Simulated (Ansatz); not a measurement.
# CdSe: band gap under strain

How does strain move the band edges of CdSe (zincblende), and do the functionals agree on it? States: -4.2 % shear in the xy plane; -4.2 % strain along z alone; -0.8 % equal strain in all directions.

The runs shown are made with Ansatz 0.2.0. PAW datasets, plane waves. Spin-unpolarised throughout; all numbers are computed.

### 1 The system as given

The unstrained cell was relaxed with r2SCAN; in each strained cell the atoms were relaxed again with r2SCAN. Names of k-points are those of the unstrained zone, where strain can split equivalent points. First state: -4.2 % shear in the xy plane.

Space group Imm2 (No. 44), orthorhombic; conventional cell a = 4.248 Å, b = 4.429 Å, c = 6.136 Å, 28.86 Å³ an atom. Near Cd stand 4 Se at 2.65–2.66 Å; near Se stand 4 Cd at 2.65–2.66 Å.

Coordinates:

```
CELL_PARAMETERS angstrom
-0.06412 3.06778 3.06778
3.06778 -0.06412 3.06778
3.00366 3.00366 0.00000
ATOMIC_POSITIONS crystal
Cd 0.99556 0.99556 0.00444
Se 0.25444 0.25444 0.24556
```

### 2 -4.2 % shear in the xy plane: PBE

input.yaml reads:

```yaml
crystal:
  lattice:
    - [-0.0641166222, 3.0677809647, 3.0677809647]
    - [3.0677809647, -0.0641166222, 3.0677809647]
    - [3.0036643426, 3.0036643426, 0.0]
  atoms:
    - { symbol: Cd, position: [-0.0044376569, -0.0044376569, 0.0044376569] }
    - { symbol: Se, position: [0.2544376569, 0.2544376569, 0.2455623431] }
kpoints:
  mp_grid: { grid: [8, 8, 8] }
  band_path:
    path:
      - [0.0, 0.0, 0.0]
      - [-0.5, -0.5, 0.0]
      - [-0.375, -0.375, 0.25]
      - [-0.375, 0.0, 0.375]
      - [0.0, 0.0, 0.5]
      - [-0.5, -0.25, 0.25]
    npoints: 1
hamiltonian:
  xc: pbe
scf:
  occupations: { method: fermi_dirac, width: 0.02 }
  n_extra_bands: 4
output:
  forces: true
  stress: true
  eigenvalues: true
```

Further steps of the session: -4.2 % shear in the xy plane: r2SCAN; -4.2 % shear in the xy plane: HSE06; -4.2 % strain along z alone: PBE; -4.2 % strain along z alone: r2SCAN; -4.2 % strain along z alone: HSE06; -0.8 % equal strain in all directions: PBE; -0.8 % equal strain in all directions: r2SCAN; -0.8 % equal strain in all directions: HSE06.

Before running it: what results should come out?

The runs gave:

Least gap in eV (negative: overlap):

```
                                state   PBE  r2SCAN  HSE06
         -4.2 % shear in the xy plane  0.46    0.93   1.37
          -4.2 % strain along z alone  0.56    1.04   1.50
-0.8 % equal strain in all directions  0.60    1.09   1.54
```

**Reading.** Where both were run, the HSE06 gap lies +0.92 to +0.94 eV from PBE's, each on its own k points. In PBE the gap is least under -4.2 % shear in the xy plane (0.46 eV) and largest under -0.8 % equal strain in all directions (0.60 eV).
